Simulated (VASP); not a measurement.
# EuS (Fm-3m) in VASP: further runs, part 3 of 3

VASP 6.6.1.

## 4. Single point, PBE, collinear spin, ferromagnetic start

INCAR

```
SYSTEM = EuS
ALGO = Fast ; EDIFF = 1E-6
ENCUT = 520 ; GGA = PE
ISIF = 2 ; ISMEAR = 0
ISPIN = 2 ; LASPH = .True.
LCHARG = .True. ; LELF = .True.
LMAXMIX = 6 ; LORBIT = 11
LREAL = .False. ; LVHAR = .True.
LWAVE = .False. ; MAGMOM = 7 0
NELM = 120 ; PREC = Accurate
SIGMA = 0.024
```

KPOINTS

```
k-points
0
Gamma
  8 8 8
  0 0 0
```

POSCAR

```
EuS
1.0
    0.0000000000      2.9785000000      2.9785000000
    2.9785000000      0.0000000000      2.9785000000
    2.9785000000      2.9785000000      0.0000000000
Eu S
1 1
Direct
    0.0000000000      0.0000000000      0.0000000000
    0.5000000000      0.5000000000      0.5000000000
```

Started as:

```sh
$ cat potpaw_PBE.64/Eu/POTCAR potpaw_PBE.64/S/POTCAR > POTCAR
$ mpirun -np 1 vasp_std > vasp.out
```

Wall time 84 s (1 thread of Intel Xeon 6975P-C (Granite Rapids), shared host); peak memory 0.25 GiB.

The run converged. Its results:

```
Free energy                                           : -19.8974 eV
Pressure                                              : -2.7 GPa
Band gap on the k mesh                                : none (metal or under the smearing width)
Net moment                                            : 6.99 μB per cell
Site moments                                          : Eu +6.59; S -0.07 μB
Valence electrons inside the program's atomic spheres : Eu 14.75; S 3.75
```

Levels at points of the mesh, in eV from the Fermi level:
Spin up:
| k point | band 12 | band 13 | band 14 | band 15 | band 16 | band 17 | band 18 | band 19 |
| --- | --- | --- | --- | --- | --- | --- | --- | --- |
| (0.00, 0.00, 0.00) | -0.21 | 0.11 | 0.11 | 0.11 | 0.82 | 1.10 | 1.10 | 1.37 |
| (0.50, 0.00, 0.00) | -0.25 | -0.25 | -0.21 | -0.20 | 2.96 | 3.24 | 3.66 | 3.66 |
| (0.50, 0.50, 0.00) | -0.26 | -0.26 | -0.22 | -0.04 | -0.04 | 3.11 | 3.25 | 4.63 |
Spin down:
```csv
k point,band 5,band 6,band 7,band 8,band 9,band 10,band 11,band 12
"(0.00, 0.00, 0.00)",-13.45,-2.60,-2.60,-2.60,1.45,1.87,1.87,1.87
"(0.50, 0.00, 0.00)",-12.49,-5.11,-3.72,-3.72,2.89,4.06,4.13,4.13
"(0.50, 0.50, 0.00)",-13.11,-3.73,-2.95,-2.95,-0.12,3.95,3.97,4.30
```

Caveat: spin-orbit coupling is left out, which moves the levels of the heavy elements; a cell with one magnetic atom can't hold antiferromagnetic order, which such compounds often take; without U or exact exchange the open f shell lies at the Fermi level, which spoils levels, moments and volumes. The state reached can hang on the start; a lower one may exist.

## 5. Single point, PBE, collinear spin, ferromagnetic start

INCAR

```
SYSTEM = EuS
ALGO     = Normal         ! electronic algorithm
EDIFF    = 1E-6           ! SCF threshold, eV
ENCUT    = 520            ! plane-wave cutoff, eV
GGA      = PE             ! functional
ISIF     = 2              ! what is computed and relaxed
ISMEAR   = 0              ! smearing method
ISPIN    = 2              ! spin polarisation
LASPH    = .True.         ! aspherical terms in the spheres
LCHARG   = .False.        ! write CHGCAR
LMAXMIX  = 6              ! l up to which the mixer works
LORBIT   = 11             ! projections on sites
LREAL    = .False.        ! projectors in reciprocal space
LWAVE    = .False.        ! write WAVECAR
MAGMOM   = 7 0            ! initial moments
NBANDS   = 22             ! bands
NELM     = 150            ! most SCF steps
PREC     = Accurate       ! precision mode
SIGMA    = 0.03           ! smearing width, eV
```

KPOINTS is that of step 4.

POSCAR is that of step 4.

Potentials or basis: VASP PAW PBE potentials, release 64 (Eu, S).

Started as:

```sh
$ cat potpaw_PBE.64/Eu/POTCAR potpaw_PBE.64/S/POTCAR > POTCAR
$ mpirun -np 1 vasp_std > vasp.out
```

OUTCAR:

```text
SYSTEM = EuS
   EDIFF = 1E-6
   ENCUT = 520
   GGA = PE
   ISIF = 2
   ISMEAR = 0
   ISPIN = 2
   LASPH = .True.
   LORBIT = 11
   LREAL = .False.
   NELM = 150
   PREC = Accurate

 ion  position               nearest neighbor table
   1  0.000  0.000  0.000-   2 2.98   2 2.98   2 2.98   2 2.98   2 2.98   2 2.98
   2  0.500  0.500  0.500-   1 2.98   1 2.98   1 2.98   1 2.98   1 2.98   1 2.98

  LATTYP: Found a face centered cubic cell.
 ALAT       =     5.9570000000

  Lattice vectors:

 A1 = (   0.0000000000,   2.9785000000,   2.9785000000)
 A2 = (   2.9785000000,   0.0000000000,   2.9785000000)
 A3 = (   2.9785000000,   2.9785000000,   0.0000000000)

Analysis of symmetry for initial positions (statically):
=====================================================================
 Subroutine PRICEL returns:
 Original cell was already a primitive cell.

 Routine SETGRP: Setting up the symmetry group for a
 face centered cubic supercell.

[... 801 lines left out ...]
      6       1.6704      1.00000
[... 589 lines left out ...]
     21      11.4670      0.00000
     22      12.2654      0.00000

 [... further k-points ...]

------------------------ aborting loop because EDIFF is reached ----------------------------------------

  FORCE on cell =-STRESS in cart. coord.  units (eV):
  Direction    XX          YY          ZZ          XY          YZ          ZX
  --------------------------------------------------------------------------------------
  -------------------------------------------------------------------------------------
  Total       -0.9223648     -0.9223648     -0.9223648      0.0000000      0.0000000     -0.0000000
  in kB      -27.9634344    -27.9634344    -27.9634344      0.0000000      0.0000000     -0.0000000
  external PRESSURE =     -27.9634344 kB  Pullay stress =       0.0000000 kB

 VOLUME and BASIS-vectors are now :
 -----------------------------------------------------------------------------
  energy-cutoff  :      520.00
  volume of cell :       52.85
      direct lattice vectors                 reciprocal lattice vectors
     0.000000000  2.978500000  2.978500000    -0.167869733  0.167869733  0.167869733
     2.978500000  0.000000000  2.978500000     0.167869733 -0.167869733  0.167869733
     2.978500000  2.978500000  0.000000000     0.167869733  0.167869733 -0.167869733

 POSITION                                       TOTAL-FORCE (eV/Angst)
 -----------------------------------------------------------------------------------
      0.00000      0.00000      0.00000         0.000000     -0.000000     -0.000000
      2.97850      2.97850      2.97850        -0.000000      0.000000      0.000000
 -----------------------------------------------------------------------------------
    total drift:                                0.000000     -0.000000     -0.000000

  FREE ENERGIE OF THE ION-ELECTRON SYSTEM (eV)
  ---------------------------------------------------
  free  energy   TOTEN  =       -19.8974795611 eV

  energy  without entropy=      -19.8971381502  energy(sigma->0) =      -19.89730886

 total charge

# of ion       s       p       d       f       tot
--------------------------------------------------
    1        2.027   5.757   0.304   6.658  14.747
    2        1.316   2.430   0.000   0.000   3.746
--------------------------------------------------
tot          3.343   8.188   0.304   6.658  18.493

 magnetization (x)

# of ion       s       p       d       f       tot
--------------------------------------------------
    1       -0.015  -0.114   0.093   6.628   6.592
    2       -0.007  -0.066   0.000   0.000  -0.073
--------------------------------------------------
tot         -0.022  -0.180   0.093   6.628   6.519
```

stdout:

```text
POSCAR found type information on POSCAR EuS
 POSCAR found :  2 types and       2 ions
 scaLAPACK will be used
 LDA part: xc-table for (Slater+PW92), standard interpolation
 POSCAR, INCAR and KPOINTS ok, starting setup
 FFT: planning ... GRIDC
 FFT: planning ... GRID_SOFT
 FFT: planning ... GRID
 WAVECAR not read
 entering main loop
```

Run time: 45 s. Hardware: 1 thread of Intel Xeon Platinum 8559C (Emerald Rapids), shared host; peak memory 0.24 GiB.

Results:

```
Free energy                                           : -19.8975 eV
Pressure                                              : -2.8 GPa
Band gap on the k mesh                                : none (metal or under the smearing width)
Net moment                                            : 6.99 μB per cell
Site moments                                          : Eu +6.59; S -0.07 μB
Valence electrons inside the program's atomic spheres : Eu 14.75; S 3.75
```

Caveat: spin-orbit coupling is left out, which moves the levels of the heavy elements; a cell with one magnetic atom can't hold antiferromagnetic order, which such compounds often take; without U or exact exchange the open f shell lies at the Fermi level, which spoils levels, moments and volumes.

## 6. The runs side by side

```tsv
task	level	cell	cutoff (eV)	smearing	gap on the mesh (eV)	pressure (GPa)	moment (μB)	relaxed volume (Å³/atom)
relaxation of cell and atoms	revPBE+D3	relaxed	600	fermi-dirac 0.05 eV	none	0.0	6.97	24.36
relaxation of cell and atoms	revPBE+D3(BJ)	relaxed	600	fermi-dirac 0.05 eV	none	0.0	6.96	23.62
single point	PBE	as given	520	gaussian 0.024 eV	none	-2.7	6.99	-
single point	PBE	as given	520	gaussian 0.03 eV	none	-2.8	6.99	-
```

Alike in all rows: potentials or basis VASP PAW PBE potentials, release 64 (Eu, S); spin collinear, ferromagnetic start; k mesh 8 × 8 × 8.

Caveats: spin-orbit coupling is left out, which moves the levels of the heavy elements; a cell with one magnetic atom can't hold antiferromagnetic order, which such compounds often take; without U or exact exchange the open f shell lies at the Fermi level, which spoils levels, moments and volumes; the PAW data sets were made with another functional, which shifts forces and pressure a little (some runs); pairwise dispersion overbinds metals, which lowers pressure and volume (some runs); the volume moved by -11 % from the deposited cell, more than functionals usually miss (some runs).

Absolute energies hang on the potentials; compare differences alone.

## 7. Comparison with measurements

Step 4. Measured gap of EuS: 1.72 eV (optical; 300 K; powder; “Crystal-field mediated electronic transitions of EuS up to 35 GPa”, 2022, pmc:8786971). This calculation gives 0.00 eV (-1.72 eV). So large a miss can be the level of theory's own, or it may mean another phase, state or a wrong row. Spin-orbit coupling on Eu is left out. The value is that of PBE on a finite k mesh, which can miss the band edges, without temperature or zero-point motion. Semilocal functionals fall short of measured gaps as a rule. The run's magnetic order (collinear spin, ferromagnetic start) needn't be the measured crystal's.

Step 5. A measured gap of EuS is 1.72 eV (optical; 300 K; powder; “Crystal-field mediated electronic transitions of EuS up to 35 GPa”, 2022, pmc:8786971); the calculated 0.00 eV misses it by -1.72 eV. So large a miss can be the level of theory's own, or it may mean another phase, state or a wrong row. Spin-orbit coupling on Eu is left out. The value is that of PBE on a finite k mesh, which can miss the band edges, without temperature or zero-point motion. Semilocal functionals fall short of measured gaps as a rule. The run's magnetic order (collinear spin, ferromagnetic start) needn't be the measured crystal's.
